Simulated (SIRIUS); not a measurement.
# CuI (P4/nmm) in SIRIUS: equation of state, part 2 of 3

SIRIUS 7.12.0. Earlier steps stand in the parts before.

### 3 Equation of state, PBEsol, 26.30 Å³/atom (volume scaled by 0.96)

sirius.json reads:

```json
{
  "control": {
    "processing_unit": "cpu",
    "std_evp_solver_name": "lapack",
    "gen_evp_solver_name": "lapack",
    "verbosity": 2,
    "print_forces": false,
    "ortho_rf": true,
    "use_second_variation": true,
    "rmt_max": 3.0,
    "num_bands_to_print": 24,
    "save_wf": true
  },
  "parameters": {
    "electronic_structure_method": "full_potential_lapwlo",
    "xc_functionals": ["XC_GGA_X_PBE_SOL", "XC_GGA_C_PBE_SOL"],
    "core_relativity": "dirac",
    "valence_relativity": "iora",
    "num_fv_states": 55,
    "smearing": "fermi_dirac",
    "smearing_width": 0.0018374661,
    "pw_cutoff": 20,
    "gk_cutoff": 3.76,
    "lmax_apw": 11,
    "lmax_rho": 8,
    "lmax_pot": 8,
    "num_mag_dims": 0,
    "auto_rmt": 0,
    "ngridk": [7, 7, 4],
    "shiftk": [0, 0, 0],
    "num_dft_iter": 80,
    "energy_tol": 1e-07,
    "density_tol": 1e-05,
    "use_symmetry": true
  },
  "settings": {"tol_ne": 1e-10},
  "iterative_solver": {"type": "exact"},
  "mixer": {"type": "anderson", "beta": 0.5, "max_history": 8},
  "unit_cell": {
    "lattice_vectors": [[7.6248871058, 0.0, 0.0], [0.0, 7.6248871058, 0.0], [0.0, 0.0, 12.2131373686]],
    "atom_types": ["Cu", "I"],
    "atom_files": {"Cu": "Cu.json", "I": "I.json"},
    "atoms": {"Cu": [[0.0, 0.0, 0.0], [0.5, 0.5, 0.0]], "I": [[0.0, 0.5, 0.74303436], [0.5, 0.0, 0.25696564]]}
  }
}
```

Cu.json reads:

```json
{
  "name": "copper",
  "symbol": "Cu",
  "number": 29,
  "mass": 63.546,
  "rmin": 1e-06,
  "rmt": 2.34,
  "nrmt": 800,
  "rinf": 15.61,
  "core": "1s2s2p",
  "valence": [
    {"basis": [{"enu": -0.04, "dme": 0, "n": 0, "auto": 0}, {"enu": -0.04, "dme": 1, "n": 0, "auto": 0}]},
    {"l": 0, "n": 1, "basis": [{"enu": 0.06, "dme": 0, "n": 0, "auto": 0}]},
    {"l": 1, "n": 2, "basis": [{"enu": 0.06, "dme": 0, "n": 0, "auto": 0}]},
    {"l": 2, "n": 3, "basis": [{"enu": 0.06, "dme": 0, "n": 0, "auto": 0}]},
    {"l": 3, "n": 4, "basis": [{"enu": 0.06, "dme": 0, "n": 0, "auto": 0}]}
  ],
  "lo": [
    {"l": 0, "basis": [{"enu": 0.06, "dme": 0, "n": 0, "auto": 0}, {"enu": 0.06, "dme": 1, "n": 0, "auto": 0}]},
    {
      "l": 0,
      "basis": [{"enu": -3.9459, "dme": 0, "n": 3, "auto": 1}, {"enu": -3.9459, "dme": 1, "n": 3, "auto": 1}]
    },
    {
      "l": 0,
      "basis": [{"enu": -3.9459, "dme": 1, "n": 3, "auto": 1}, {"enu": 0.06, "dme": 0, "n": 0, "auto": 0}]
    },
    {"l": 0, "basis": [{"enu": 0.06, "dme": 0, "n": 0, "auto": 0}, {"enu": 2.9821, "dme": 0, "n": 0, "auto": 0}]},
    {"l": 1, "basis": [{"enu": 0.06, "dme": 0, "n": 0, "auto": 0}, {"enu": 0.06, "dme": 1, "n": 0, "auto": 0}]},
    {
      "l": 1,
      "basis": [{"enu": -2.4053, "dme": 0, "n": 3, "auto": 1}, {"enu": -2.4053, "dme": 1, "n": 3, "auto": 1}]
    },
    {
      "l": 1,
      "basis": [{"enu": -2.4053, "dme": 1, "n": 3, "auto": 1}, {"enu": 0.06, "dme": 0, "n": 0, "auto": 0}]
    },
    {"l": 1, "basis": [{"enu": 0.06, "dme": 0, "n": 0, "auto": 0}, {"enu": 3.4204, "dme": 0, "n": 0, "auto": 0}]},
    {"l": 2, "basis": [{"enu": 0.06, "dme": 0, "n": 0, "auto": 0}, {"enu": 0.06, "dme": 1, "n": 0, "auto": 0}]},
    {"l": 2, "basis": [{"enu": 0.06, "dme": 1, "n": 0, "auto": 0}, {"enu": 0.06, "dme": 2, "n": 0, "auto": 0}]},
    {"l": 2, "basis": [{"enu": 0.06, "dme": 0, "n": 0, "auto": 0}, {"enu": 2.909, "dme": 0, "n": 0, "auto": 0}]},
    {"l": 3, "basis": [{"enu": 0.06, "dme": 0, "n": 0, "auto": 0}, {"enu": 0.06, "dme": 1, "n": 0, "auto": 0}]},
    {"l": 3, "basis": [{"enu": 0.06, "dme": 0, "n": 0, "auto": 0}, {"enu": 3.2377, "dme": 0, "n": 0, "auto": 0}]}
  ],
  "free_atom": [... radial grid and density of the free atom, the start of the SCF ...]
}
```

I.json reads:

```json
{
  "name": "iodine",
  "symbol": "I",
  "number": 53,
  "mass": 126.90447,
  "rmin": 1e-06,
  "rmt": 2.48,
  "nrmt": 800,
  "rinf": 13.27,
  "core": "1s2s2p3s3p3d4s",
  "valence": [
    {"basis": [{"enu": -0.04, "dme": 0, "n": 0, "auto": 0}, {"enu": -0.04, "dme": 1, "n": 0, "auto": 0}]},
    {"l": 0, "n": 1, "basis": [{"enu": -0.0805, "dme": 0, "n": 0, "auto": 0}]},
    {"l": 1, "n": 2, "basis": [{"enu": 0.06, "dme": 0, "n": 0, "auto": 0}]},
    {"l": 2, "n": 3, "basis": [{"enu": 0.06, "dme": 0, "n": 0, "auto": 0}]},
    {"l": 3, "n": 4, "basis": [{"enu": 0.06, "dme": 0, "n": 0, "auto": 0}]}
  ],
  "lo": [
    {
      "l": 0,
      "basis": [{"enu": -0.0805, "dme": 0, "n": 0, "auto": 0}, {"enu": -0.0805, "dme": 1, "n": 0, "auto": 0}]
    },
    {
      "l": 0,
      "basis": [{"enu": -0.0805, "dme": 1, "n": 0, "auto": 0}, {"enu": -0.0805, "dme": 2, "n": 0, "auto": 0}]
    },
    {
      "l": 0,
      "basis": [{"enu": -0.0805, "dme": 0, "n": 0, "auto": 0}, {"enu": 1.8706, "dme": 0, "n": 0, "auto": 0}]
    },
    {"l": 1, "basis": [{"enu": 0.06, "dme": 0, "n": 0, "auto": 0}, {"enu": 0.06, "dme": 1, "n": 0, "auto": 0}]},
    {
      "l": 1,
      "basis": [{"enu": -4.3467, "dme": 0, "n": 4, "auto": 1}, {"enu": -4.3467, "dme": 1, "n": 4, "auto": 1}]
    },
    {
      "l": 1,
      "basis": [{"enu": -4.3467, "dme": 1, "n": 4, "auto": 1}, {"enu": 0.06, "dme": 0, "n": 0, "auto": 0}]
    },
    {"l": 1, "basis": [{"enu": 0.06, "dme": 0, "n": 0, "auto": 0}, {"enu": 3.0517, "dme": 0, "n": 0, "auto": 0}]},
    {"l": 2, "basis": [{"enu": 0.06, "dme": 0, "n": 0, "auto": 0}, {"enu": 0.06, "dme": 1, "n": 0, "auto": 0}]},
    {
      "l": 2,
      "basis": [{"enu": -1.5262, "dme": 0, "n": 4, "auto": 1}, {"enu": -1.5262, "dme": 1, "n": 4, "auto": 1}]
    },
    {
      "l": 2,
      "basis": [{"enu": -1.5262, "dme": 1, "n": 4, "auto": 1}, {"enu": 0.06, "dme": 0, "n": 0, "auto": 0}]
    },
    {"l": 2, "basis": [{"enu": 0.06, "dme": 0, "n": 0, "auto": 0}, {"enu": 3.4419, "dme": 0, "n": 0, "auto": 0}]},
    {"l": 3, "basis": [{"enu": 0.06, "dme": 0, "n": 0, "auto": 0}, {"enu": 0.06, "dme": 1, "n": 0, "auto": 0}]},
    {"l": 3, "basis": [{"enu": 0.06, "dme": 0, "n": 0, "auto": 0}, {"enu": 2.8891, "dme": 0, "n": 0, "auto": 0}]}
  ],
  "free_atom": [... radial grid and density of the free atom, the start of the SCF ...]
}
```

sirius_start.json reads:

```json
{
  "control": {
    "processing_unit": "cpu",
    "std_evp_solver_name": "lapack",
    "gen_evp_solver_name": "lapack",
    "verbosity": 1,
    "print_forces": false,
    "ortho_rf": true,
    "use_second_variation": true,
    "rmt_max": 3.0,
    "num_bands_to_print": 24,
    "save_wf": false
  },
  "parameters": {
    "electronic_structure_method": "full_potential_lapwlo",
    "xc_functionals": ["XC_LDA_X", "XC_LDA_C_PW"],
    "core_relativity": "dirac",
    "valence_relativity": "iora",
    "num_fv_states": 55,
    "smearing": "fermi_dirac",
    "smearing_width": 0.0055123983,
    "pw_cutoff": 20,
    "gk_cutoff": 3.01,
    "lmax_apw": 11,
    "lmax_rho": 8,
    "lmax_pot": 8,
    "num_mag_dims": 0,
    "auto_rmt": 0,
    "ngridk": [3, 3, 2],
    "shiftk": [0, 0, 0],
    "num_dft_iter": 30,
    "energy_tol": 0.01,
    "density_tol": 0.05,
    "use_symmetry": true
  },
  "settings": {"tol_ne": 1e-10},
  "iterative_solver": {"type": "exact"},
  "mixer": {"type": "anderson", "beta": 0.5, "max_history": 8},
  "unit_cell": {
    "lattice_vectors": [[7.6248871058, 0.0, 0.0], [0.0, 7.6248871058, 0.0], [0.0, 0.0, 12.2131373686]],
    "atom_types": ["Cu", "I"],
    "atom_files": {"Cu": "Cu.json", "I": "I.json"},
    "atoms": {"Cu": [[0.0, 0.0, 0.0], [0.5, 0.5, 0.0]], "I": [[0.0, 0.5, 0.74303436], [0.5, 0.0, 0.25696564]]}
  }
}
```

Potentials or basis: all-electron FP-LAPW, apw+lo standard.

Started as:

```sh
> OMP_NUM_THREADS=2 sirius.scf --input=sirius_start.json --output=start.json
> OMP_NUM_THREADS=2 sirius.scf --input=sirius.json --output=output.json --task=1
```

Wall time 4.6 min (2 threads of Arm Neoverse V1, shared host); peak memory 0.95 GiB.

It converged, with:

```
Free energy                                       : -477272.8210 eV
Band gap on the k mesh                            : 1.56 eV, direct
All electrons inside the program's atomic spheres : I 50.60; Cu 28.09 (radii Cu 2.34, I 2.48 bohr)
```

Caveat: spin-orbit coupling is left out, which moves the levels of the heavy elements; this functional lacks dispersion, which binds the layers, so the pressure and a relaxed spacing across them are unreliable.

### 4 Equation of state, PBEsol, 26.85 Å³/atom (volume scaled by 0.98)

Changes to sirius.json since step 3:

```diff
@@ -39,3 +39,3 @@
   "unit_cell": {
-    "lattice_vectors": [[7.6248871058, 0.0, 0.0], [0.0, 7.6248871058, 0.0], [0.0, 0.0, 12.2131373686]],
+    "lattice_vectors": [[7.6774741958, 0.0, 0.0], [0.0, 7.6774741958, 0.0], [0.0, 0.0, 12.2973685639]],
     "atom_types": ["Cu", "I"],
```

Cu.json is that of step 3.

I.json is that of step 3.

Changes to sirius_start.json since step 3:

```diff
@@ -39,3 +39,3 @@
   "unit_cell": {
-    "lattice_vectors": [[7.6248871058, 0.0, 0.0], [0.0, 7.6248871058, 0.0], [0.0, 0.0, 12.2131373686]],
+    "lattice_vectors": [[7.6774741958, 0.0, 0.0], [0.0, 7.6774741958, 0.0], [0.0, 0.0, 12.2973685639]],
     "atom_types": ["Cu", "I"],
```

Started as:

```sh
> OMP_NUM_THREADS=2 sirius.scf --input=sirius_start.json --output=start.json
> OMP_NUM_THREADS=2 sirius.scf --input=sirius.json --output=output.json --task=1
```

Wall time 4.7 min (2 threads of Arm Neoverse V1, shared host); peak memory 0.98 GiB.

The run converged. Its results:

```yaml
Free_energy: -477272.8166 eV
Band_gap_on_the_k_mesh: 1.52 eV, direct
All_electrons_inside_the_program's_atomic_spheres: I 50.59; Cu 28.07 (radii Cu 2.34, I 2.48 bohr)
```

Caveat: spin-orbit coupling is left out, which moves the levels of the heavy elements; this functional lacks dispersion, which binds the layers, so the pressure and a relaxed spacing across them are unreliable.

### 5 Equation of state, PBEsol, 27.95 Å³/atom (volume scaled by 1.02)

Changes to sirius.json since step 4:

```diff
@@ -39,3 +39,3 @@
   "unit_cell": {
-    "lattice_vectors": [[7.6774741958, 0.0, 0.0], [0.0, 7.6774741958, 0.0], [0.0, 0.0, 12.2973685639]],
+    "lattice_vectors": [[7.7805398391, 0.0, 0.0], [0.0, 7.7805398391, 0.0], [0.0, 0.0, 12.4624536127]],
     "atom_types": ["Cu", "I"],
```

Cu.json reads:

```json
{
  "name": "copper",
  "symbol": "Cu",
  "number": 29,
  "mass": 63.546,
  "rmin": 1e-06,
  "rmt": 2.34,
  "nrmt": 800,
  "rinf": 15.61,
  "core": "1s2s2p",
  "valence": [
    {"basis": [{"enu": -0.06, "dme": 0, "n": 0, "auto": 0}, {"enu": -0.06, "dme": 1, "n": 0, "auto": 0}]},
    {"l": 0, "n": 1, "basis": [{"enu": 0.04, "dme": 0, "n": 0, "auto": 0}]},
    {"l": 1, "n": 2, "basis": [{"enu": 0.04, "dme": 0, "n": 0, "auto": 0}]},
    {"l": 2, "n": 3, "basis": [{"enu": 0.04, "dme": 0, "n": 0, "auto": 0}]},
    {"l": 3, "n": 4, "basis": [{"enu": 0.04, "dme": 0, "n": 0, "auto": 0}]}
  ],
  "lo": [
    {"l": 0, "basis": [{"enu": 0.04, "dme": 0, "n": 0, "auto": 0}, {"enu": 0.04, "dme": 1, "n": 0, "auto": 0}]},
    {
      "l": 0,
      "basis": [{"enu": -3.9659, "dme": 0, "n": 3, "auto": 1}, {"enu": -3.9659, "dme": 1, "n": 3, "auto": 1}]
    },
    {
      "l": 0,
      "basis": [{"enu": -3.9659, "dme": 1, "n": 3, "auto": 1}, {"enu": 0.04, "dme": 0, "n": 0, "auto": 0}]
    },
    {"l": 0, "basis": [{"enu": 0.04, "dme": 0, "n": 0, "auto": 0}, {"enu": 2.9621, "dme": 0, "n": 0, "auto": 0}]},
    {"l": 1, "basis": [{"enu": 0.04, "dme": 0, "n": 0, "auto": 0}, {"enu": 0.04, "dme": 1, "n": 0, "auto": 0}]},
    {
      "l": 1,
      "basis": [{"enu": -2.4253, "dme": 0, "n": 3, "auto": 1}, {"enu": -2.4253, "dme": 1, "n": 3, "auto": 1}]
    },
    {
      "l": 1,
      "basis": [{"enu": -2.4253, "dme": 1, "n": 3, "auto": 1}, {"enu": 0.04, "dme": 0, "n": 0, "auto": 0}]
    },
    {"l": 1, "basis": [{"enu": 0.04, "dme": 0, "n": 0, "auto": 0}, {"enu": 3.4004, "dme": 0, "n": 0, "auto": 0}]},
    {"l": 2, "basis": [{"enu": 0.04, "dme": 0, "n": 0, "auto": 0}, {"enu": 0.04, "dme": 1, "n": 0, "auto": 0}]},
    {"l": 2, "basis": [{"enu": 0.04, "dme": 1, "n": 0, "auto": 0}, {"enu": 0.04, "dme": 2, "n": 0, "auto": 0}]},
    {"l": 2, "basis": [{"enu": 0.04, "dme": 0, "n": 0, "auto": 0}, {"enu": 2.889, "dme": 0, "n": 0, "auto": 0}]},
    {"l": 3, "basis": [{"enu": 0.04, "dme": 0, "n": 0, "auto": 0}, {"enu": 0.04, "dme": 1, "n": 0, "auto": 0}]},
    {"l": 3, "basis": [{"enu": 0.04, "dme": 0, "n": 0, "auto": 0}, {"enu": 3.2177, "dme": 0, "n": 0, "auto": 0}]}
  ],
  "free_atom": [... radial grid and density of the free atom, the start of the SCF ...]
}
```

I.json reads:

```json
{
  "name": "iodine",
  "symbol": "I",
  "number": 53,
  "mass": 126.90447,
  "rmin": 1e-06,
  "rmt": 2.48,
  "nrmt": 800,
  "rinf": 13.27,
  "core": "1s2s2p3s3p3d4s",
  "valence": [
    {"basis": [{"enu": -0.06, "dme": 0, "n": 0, "auto": 0}, {"enu": -0.06, "dme": 1, "n": 0, "auto": 0}]},
    {"l": 0, "n": 1, "basis": [{"enu": -0.1004, "dme": 0, "n": 0, "auto": 0}]},
    {"l": 1, "n": 2, "basis": [{"enu": 0.04, "dme": 0, "n": 0, "auto": 0}]},
    {"l": 2, "n": 3, "basis": [{"enu": 0.04, "dme": 0, "n": 0, "auto": 0}]},
    {"l": 3, "n": 4, "basis": [{"enu": 0.04, "dme": 0, "n": 0, "auto": 0}]}
  ],
  "lo": [
    {
      "l": 0,
      "basis": [{"enu": -0.1004, "dme": 0, "n": 0, "auto": 0}, {"enu": -0.1004, "dme": 1, "n": 0, "auto": 0}]
    },
    {
      "l": 0,
      "basis": [{"enu": -0.1004, "dme": 1, "n": 0, "auto": 0}, {"enu": -0.1004, "dme": 2, "n": 0, "auto": 0}]
    },
    {
      "l": 0,
      "basis": [{"enu": -0.1004, "dme": 0, "n": 0, "auto": 0}, {"enu": 1.8506, "dme": 0, "n": 0, "auto": 0}]
    },
    {"l": 1, "basis": [{"enu": 0.04, "dme": 0, "n": 0, "auto": 0}, {"enu": 0.04, "dme": 1, "n": 0, "auto": 0}]},
    {
      "l": 1,
      "basis": [{"enu": -4.3667, "dme": 0, "n": 4, "auto": 1}, {"enu": -4.3667, "dme": 1, "n": 4, "auto": 1}]
    },
    {
      "l": 1,
      "basis": [{"enu": -4.3667, "dme": 1, "n": 4, "auto": 1}, {"enu": 0.04, "dme": 0, "n": 0, "auto": 0}]
    },
    {"l": 1, "basis": [{"enu": 0.04, "dme": 0, "n": 0, "auto": 0}, {"enu": 3.0317, "dme": 0, "n": 0, "auto": 0}]},
    {"l": 2, "basis": [{"enu": 0.04, "dme": 0, "n": 0, "auto": 0}, {"enu": 0.04, "dme": 1, "n": 0, "auto": 0}]},
    {
      "l": 2,
      "basis": [{"enu": -1.5462, "dme": 0, "n": 4, "auto": 1}, {"enu": -1.5462, "dme": 1, "n": 4, "auto": 1}]
    },
    {
      "l": 2,
      "basis": [{"enu": -1.5462, "dme": 1, "n": 4, "auto": 1}, {"enu": 0.04, "dme": 0, "n": 0, "auto": 0}]
    },
    {"l": 2, "basis": [{"enu": 0.04, "dme": 0, "n": 0, "auto": 0}, {"enu": 3.4219, "dme": 0, "n": 0, "auto": 0}]},
    {"l": 3, "basis": [{"enu": 0.04, "dme": 0, "n": 0, "auto": 0}, {"enu": 0.04, "dme": 1, "n": 0, "auto": 0}]},
    {"l": 3, "basis": [{"enu": 0.04, "dme": 0, "n": 0, "auto": 0}, {"enu": 2.8691, "dme": 0, "n": 0, "auto": 0}]}
  ],
  "free_atom": [... radial grid and density of the free atom, the start of the SCF ...]
}
```

Changes to sirius_start.json since step 4:

```diff
@@ -39,3 +39,3 @@
   "unit_cell": {
-    "lattice_vectors": [[7.6774741958, 0.0, 0.0], [0.0, 7.6774741958, 0.0], [0.0, 0.0, 12.2973685639]],
+    "lattice_vectors": [[7.7805398391, 0.0, 0.0], [0.0, 7.7805398391, 0.0], [0.0, 0.0, 12.4624536127]],
     "atom_types": ["Cu", "I"],
```

Started as:

```sh
> OMP_NUM_THREADS=2 sirius.scf --input=sirius_start.json --output=start.json
> OMP_NUM_THREADS=2 sirius.scf --input=sirius.json --output=output.json --task=1
```

Wall time 4.9 min (2 threads of Arm Neoverse V1, shared host); peak memory 1 GiB.

It converged, with:

- Free energy: -477272.7711 eV
- Band gap on the k mesh: 1.46 eV, direct
- All electrons inside the program's atomic spheres: I 50.57; Cu 28.02 (radii Cu 2.34, I 2.48 bohr)

Caveat: spin-orbit coupling is left out, which moves the levels of the heavy elements; this functional lacks dispersion, which binds the layers, so the pressure and a relaxed spacing across them are unreliable.

(Part 2 of 3 ends here.)
